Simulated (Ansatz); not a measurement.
Entries from a set of simulations; values are calculated unless marked as measured.

```xyz
3
Lattice="3.555 0.000 0.000 -1.778 3.079 0.000 0.000 0.000 31.534" Properties=species:S:1:pos:R:3 subject="Te2Mo (2H monolayer): spin-orbit coupling beyond the local functionals" method="DFT, HSE06 with spin-orbit coupling, plane waves, PAW (and 1 further level or step)" program="Ansatz 0.2.0" settings_of_one_run="cutoff 420 eV, 6×6×1 k-mesh, default PAW" cost="2 runs, 93 s in all on 1 × NVIDIA H100 80GB HBM3 (shared by 6 runs) with 2 threads of AMD EPYC 7R13 (Zen 3), shared host (the runs of this entry)" notes="The program’s warnings: device shed. The structure was relaxed with PBE. The lattice is static and excitons are left out." hse06="1.49 eV" hse06_soc="1.27 eV"
Mo    0.000    2.053    9.000
Te    1.778    1.026   10.808
Te    1.778    1.026    7.192
```

[Paths, hosts, dates, memory and timing lines, banners, echoed tables and standing remarks are left out of the program output.]

[Logs are printed without paths, hosts, clocks, repeated set-up lines and the standing remarks that a program may print on its own settings, such as how far it seeks lower states.]

[Runs of the session that timed out or met a known fault of the program may be left out.]

[Cells called generated may have been cut or substituted from an entry of the Crystallography Open Database or the Materials Project.]

[Hosts, paths, dates, database ids (printed as entryN), source tags and the programs' standing remarks are cut or masked in the printed files.]
